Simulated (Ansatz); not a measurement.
# AgCl: response to strain

Aim: deform AgCl (equal xy, yz and zx engineering shear strains of +2 %) and compute stress, forces and field gradients with LAPW, PAW and all-electron datasets made for the crystal.

Method: DFT PBEsol, scalar-relativistic, in Ansatz 0.2.0.

## Step 1: The structure to begin with

It takes space group Cmcm (No. 63, orthorhombic). Conventional cell: a = 3.742 Å, b = 11.113 Å, c = 3.924 Å, α = 90.00°, β = 90.00°, γ = 90.00°. Ag (site symmetry m2m) is surrounded by 5 Cl at 2.73 to 2.91 Å and 2 Ag at 3.02 Å. Cl (site symmetry m2m) has 5 Ag at 2.73 to 2.91 Å as nearest neighbours.

Coordinates:

```cif
data_structure
_symmetry_space_group_name_H-M 'Cmcm'
_symmetry_Int_Tables_number 63
_cell_length_a 3.7418
_cell_length_b 11.1132
_cell_length_c 3.9240
_cell_angle_alpha 90.000
_cell_angle_beta 90.000
_cell_angle_gamma 90.000
_cell_volume 163.18
loop_
_atom_site_label
_atom_site_type_symbol
_atom_site_symmetry_multiplicity
_atom_site_Wyckoff_symbol
_atom_site_fract_x
_atom_site_fract_y
_atom_site_fract_z
_atom_site_occupancy
Ag1 Ag 4 c 0.00000 0.60344 0.75000 1
Cl1 Cl 4 c 0.50000 0.63455 0.25000 1
```

The file gives the conventional cell by its symmetry; the runs use the cell typed in the input.

Atoms are numbered in the order of the input: Ag1, Ag2, Cl3, Cl4.

## Step 2: The deformed structure

Space group Cmcm before, P-1 after.

## Step 3: Full-potential LAPW

input.yaml

```yaml
crystal:
  lattice:
    - [1.8153437506, -5.5378861388, -0.0368568553]
    - [1.9264756554, 5.5753043328, 0.0742750494]
    - [0.0392403735, 0.0392403735, 3.92403735]
  atoms:
    - { symbol: Ag, position: [0.3965554, 0.6034446, 0.75] }
    - { symbol: Ag, position: [0.6034446, 0.3965554, 0.25] }
    - { symbol: Cl, position: [0.86544873, 0.13455127, 0.25] }
    - { symbol: Cl, position: [0.13455127, 0.86544873, 0.75] }
kpoints:
  mp_grid: { grid: [9, 9, 8] }
  band_path:
    path:
      - [0.0, 0.0, 0.0]
      - [0.5, -0.5, 0.0]
      - [0.0, 0.0, 0.5]
      - [0.0, 0.0, 0.0]
      - [0.0, -0.5, 0.0]
      - [-0.5, 0.0, -0.5]
      - [0.0, 0.0, 0.0]
      - [0.0, -0.5, -0.5]
      - [-0.5, 0.0, 0.0]
    npoints: 5
scf:
  occupations: { method: fermi_dirac, width: 0.03 }
hamiltonian:
  xc: pbesol
  pseudopotentials: { kind: all_electron, lapw: { basis_error: 0.001 } }
output:
  forces: true
  stress: true
  eigenvalues: true
```

Started as:

```sh
ansatz run input.yaml --threads 1 --pin off --max-ram 6144MiB --backend cpu --events-out ev --progress --plain --runs-dir out
```

## Step 4: PAW with frozen cores

input.yaml

```yaml
crystal:
  lattice:
    - [1.8153437506, -5.5378861388, -0.0368568553]
    - [1.9264756554, 5.5753043328, 0.0742750494]
    - [0.0392403735, 0.0392403735, 3.92403735]
  atoms:
    - { symbol: Ag, position: [0.3965554, 0.6034446, 0.75] }
    - { symbol: Ag, position: [0.6034446, 0.3965554, 0.25] }
    - { symbol: Cl, position: [0.86544873, 0.13455127, 0.25] }
    - { symbol: Cl, position: [0.13455127, 0.86544873, 0.75] }
kpoints:
  mp_grid: { grid: [9, 9, 8] }
scf:
  occupations: { method: fermi_dirac, width: 0.03 }
hamiltonian:
  xc: pbesol
  pseudopotentials: { kind: paw }
output:
  forces: true
  stress: true
  eigenvalues: true
  efg: { contact_densities: true }
```

## Step 5: All-electron PAW on datasets made for the crystal

Changes to input.yaml since step 4:

```diff
@@ -16,3 +16,3 @@
   xc: pbesol
-  pseudopotentials: { kind: paw }
+  pseudopotentials: { kind: all_electron, datasets: crystal }
 output:
```

(Steps that only read results are left out.)

Before running it: what results should come out? Wanted: pressure; largest shear or deviatoric stress.

**Answer**, as computed:

| quantity | value |
| --- | --- |
| pressure | LAPW -2.84, PAW -2.85, crystal datasets -2.84 GPa |
| largest shear or deviatoric stress (LAPW) | 0.56 GPa |

In words: The largest part of the stress beyond the pressure is 0.56 GPa in size, in the yy component; the atoms are carried along and not relaxed. No run of the undeformed cell stands beside it, so the pressure holds what the given cell had before the change. PAW: stress within 0.01 GPa of LAPW, forces within 1 meV/Å. Crystal datasets: stress within 0.01 GPa of LAPW, forces within 1 meV/Å.
